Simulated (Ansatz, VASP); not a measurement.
## ZrC2 in VASP and in Ansatz

```
CELL_PARAMETERS angstrom
3.40194 0.00000 0.00000
0.00000 3.40194 0.00000
0.00000 0.00000 6.80090
ATOMIC_POSITIONS crystal
Zr 0.00000 0.50000 0.72904
Zr 0.50000 0.00000 0.27096
C 0.00000 0.50000 0.37272
C 0.50000 0.00000 0.62728
C 0.00000 0.00000 0.00000
C 0.50000 0.50000 0.00000
```

Change from the starting cell: species swapped into the ErTe2 type (P4/nmm, No. 129).

Alike in both runs: task single point; functional PBE; k mesh 6 × 6 × 4; occupations gaussian, width 0.1 eV; no spin polarisation.

|  | VASP | Ansatz |
| --- | --- | --- |
| version | VASP 6.6.1 | Ansatz 0.2.0 |
| potentials or method | VASP PAW PBE potentials, release 64 (Zr_sv, C) | scalar-relativistic, plane waves, PAW |
| plane-wave cutoff (eV) | 520 | 420 |
| valence electrons in the cell | 40 | 40 |

Ansatz gave:

```
gap on the k mesh at the Fermi level (eV)       : none
pressure (GPa)                                  : -24.6
largest component of the traceless stress (GPa) : 3.95
rms of the force components (eV/Å)              : 0.499
```

Task: Estimate VASP's values.

Result: gap on the k mesh at the Fermi level (eV): none; pressure (GPa): -24.4; largest component of the traceless stress (GPa): 3.96; rms of the force components (eV/Å): 0.499.

Atom by atom the forces differ by 0.000 eV/Å (rms over components). A gap of «none» marks a metal or a gap that the smearing closes. With one functional, cell and mesh, what is left measures potentials, basis and numerics.

Caveats: so large a pressure means that the cell lies far from this level's equilibrium, or that cutoff or potentials fall short (VASP); forces of over 1 eV/Å show positions far from the minimum, so gaps and moduli don't describe the material at rest.
